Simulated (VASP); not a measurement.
SiO2 in VASP 6.6.1, single-point calculation

INCAR

```
NBANDS = 25
PREC = Accurate
GGA = PE
SIGMA = 0.02
NELM = 74
NSW = 0
LASPH = .TRUE.
LREAL = .FALSE.
ISMEAR = -1
LCHARG = .FALSE.
IBRION = -1
ENCUT = 80
EDIFF = 1E-7
ISIF = 2
LWAVE = .FALSE.
```

KPOINTS

```
KPOINTS created by Atomic Simulation Environment
0
Gamma
6 6 10
0 0 0
```

POSCAR

```
Si O
 1.0000000000000000
     4.1851887985999996    0.0000000000000000    0.0000000000000000
     0.0000000000000000    4.1851887985999996    0.0000000000000000
     0.0000000000000000    0.0000000000000000    2.7489050876999999
 Si  O
   2   4
Cartesian
 -0.0000000000000000 -0.0000000000000000  0.0000000000000000
  2.0925943993000002  2.0925943993000002  1.3744525438499999
  1.2802343767893742  1.2802343767893742  0.0000000000000000
  0.8123600225106254  3.3728287760893747  1.3744525438499999
  3.3728287760893747  0.8123600225106254  1.3744525438499999
  2.9049544218106256  2.9049544218106256  0.0000000000000000
```

The recommended PBE PAW datasets give the neutral cell 32 valence electrons.

Command

```
mpirun -np 1 vasp_std
```

OSZICAR

```
N       E                     dE             d eps       ncg     rms          rms(c)
DAV:   1    -0.796849030978E+02   -0.79685E+02   -0.38488E+03  3483   0.271E+02
DAV:   2    -0.116618879778E+03   -0.36934E+02   -0.35829E+02  3748   0.865E+01
DAV:   3    -0.117057120125E+03   -0.43824E+00   -0.43743E+00  3480   0.862E+00
DAV:   4    -0.117057739026E+03   -0.61890E-03   -0.61875E-03  3628   0.308E-01
DAV:   5    -0.117057741504E+03   -0.24785E-05   -0.24779E-05  3455   0.138E-02    0.620E+01
DAV:   6    -0.608357052089E+02    0.56222E+02   -0.26533E+01  3415   0.292E+01    0.407E+01
DAV:   7    -0.461768874892E+02    0.14659E+02   -0.20096E+01  3684   0.252E+01    0.179E+01
DAV:   8    -0.462383527748E+02   -0.61465E-01   -0.59735E-01  3680   0.390E+00    0.204E+00
DAV:   9    -0.461993439780E+02    0.39009E-01   -0.44955E-02  3393   0.117E+00    0.590E-01
DAV:  10    -0.461986820426E+02    0.66194E-03   -0.17541E-03  3635   0.240E-01    0.195E-01
DAV:  11    -0.461985986959E+02    0.83347E-04   -0.10895E-04  3530   0.581E-02    0.520E-02
DAV:  12    -0.461985981982E+02    0.49777E-06   -0.16052E-05  3330   0.251E-02    0.748E-03
DAV:  13    -0.461985981242E+02    0.73975E-07   -0.26656E-07  3446   0.269E-03
   1 F= -.46198598E+02 E0= -.46198598E+02  d E =-.366399E-10
```

From OUTCAR

```
k-points           NKPTS =     60   k-points in BZ     NKDIM =     60   number of bands    NBANDS=     25

   NELECT =      32.0000    total number of electrons

   dimension x,y,z NGX =    12 NGY =   12 NGZ =    8
   dimension x,y,z NGXF=    24 NGYF=   24 NGZF=   16

  energy-cutoff  :       80.00
  volume of cell :       48.15
      direct lattice vectors                 reciprocal lattice vectors
     4.185188799  0.000000000  0.000000000     0.238937847  0.000000000  0.000000000
     0.000000000  4.185188799  0.000000000     0.000000000  0.238937847  0.000000000
     0.000000000  0.000000000  2.748905088     0.000000000  0.000000000  0.363781203

 k-points in reciprocal lattice and weights: KPOINTS created by Atomic Simulation Env
   0.00000000  0.00000000  0.00000000       0.003
   0.16666667  0.00000000  0.00000000       0.011
   0.33333333  0.00000000  0.00000000       0.011
   0.50000000  0.00000000  0.00000000       0.006
   0.16666667  0.16666667  0.00000000       0.011
   0.33333333  0.16666667  0.00000000       0.022
   0.50000000  0.16666667  0.00000000       0.011
   0.33333333  0.33333333  0.00000000       0.011
   ...

 E-fermi :  12.7218

 k-point     1 :       0.0000    0.0000    0.0000
  band No.  band energies     occupation
      1     -20.0068      2.00000
      2     -18.0722      2.00000
      3     -17.3236      2.00000
      4     -17.3236      2.00000
      5      -1.7444      2.00000
      6       2.4786      2.00000
      7       2.4786      2.00000
      8       3.1681      2.00000
      9       4.5760      2.00000
     10       5.4611      2.00000
     11       8.0549      2.00000
     12       8.1190      2.00000
     13       8.1190      2.00000
     14      11.7749      2.00000
     15      11.7749      2.00000
     16      12.3378      2.00000
     17      13.0860      0.00000
     18      16.7264      0.00000
     19      17.0156      0.00000
     20      17.0156      0.00000
     21      21.0166      0.00000
     22      21.6765      0.00000
     23      26.0331      0.00000
     24      26.0331      0.00000
     25      28.2049      0.00000

 k-point     2 :       0.1667    0.0000    0.0000
  band No.  band energies     occupation
      1     -19.9489      2.00000
      2     -18.2225      2.00000
      3     -17.4040      2.00000
      4     -17.2610      2.00000
      5      -1.9844      2.00000
      6       1.8887      2.00000
      7       2.7444      2.00000
      8       3.3547      2.00000
      9       4.7333      2.00000
     10       5.8710      2.00000
     11       7.6054      2.00000
     12       8.2248      2.00000
     13       8.3340      2.00000
     14      10.0927      2.00000
     15      11.6858      2.00000
     16      11.9658      2.00000
     17      14.1185      0.00000
     18      17.0526      0.00000
     19      17.1707      0.00000
     20      17.3324      0.00000
     21      21.3216      0.00000
     22      22.1946      0.00000
     23      24.8944      0.00000
     24      25.0069      0.00000
     25      27.0466      0.00000

 ...

  Total     -215.1518442   -215.1518442   -199.9009286      0.0000000      0.0000000      0.0000000
  in kB    -7159.2215410  -7159.2215410  -6651.7442095      0.0000000      0.0000000      0.0000000
  external PRESSURE =   -6990.0624305 kB  Pullay stress =       0.0000000 kB

 POSITION                                       TOTAL-FORCE (eV/Angst)
 -----------------------------------------------------------------------------------
      0.00000      0.00000      0.00000         0.000000      0.000000      0.000000
      2.09259      2.09259      1.37445         0.000000      0.000000      0.000000
      1.28023      1.28023      0.00000         2.057667      2.057667      0.000000
      0.81236      3.37283      1.37445        -2.057667      2.057667      0.000000
      3.37283      0.81236      1.37445         2.057667     -2.057667      0.000000
      2.90495      2.90495      0.00000        -2.057667     -2.057667      0.000000
 -----------------------------------------------------------------------------------
    total drift:                                0.000000      0.000000      0.000000

  FREE ENERGIE OF THE ION-ELECTRON SYSTEM (eV)
  ---------------------------------------------------
  free  energy   TOTEN  =       -46.1985981242 eV

  energy  without entropy=      -46.1985981242  energy(sigma->0) =      -46.19859812
```

It converged. Results: gap between bands v and c on the k mesh 0.75 eV; least direct gap on the k mesh 0.75 eV; pressure -699.0 GPa; largest force 2.91 eV/Å. Band v is the last that the valence electrons fill when counted band by band, and c is the next.

These settings aren't sound, so the numbers aren't properties of the crystal.

The fault: cutoff far too low.

On sound settings PBE gives a gap of 4.90 eV on its mesh and a pressure of -1.0 GPa for the intended cell. This run's energy (σ→0) differs from it by 13 meV an atom.

The run took about 5.6 s on one core of a shared host (Intel Xeon Platinum 8488C) and held 0.1 GiB at most.
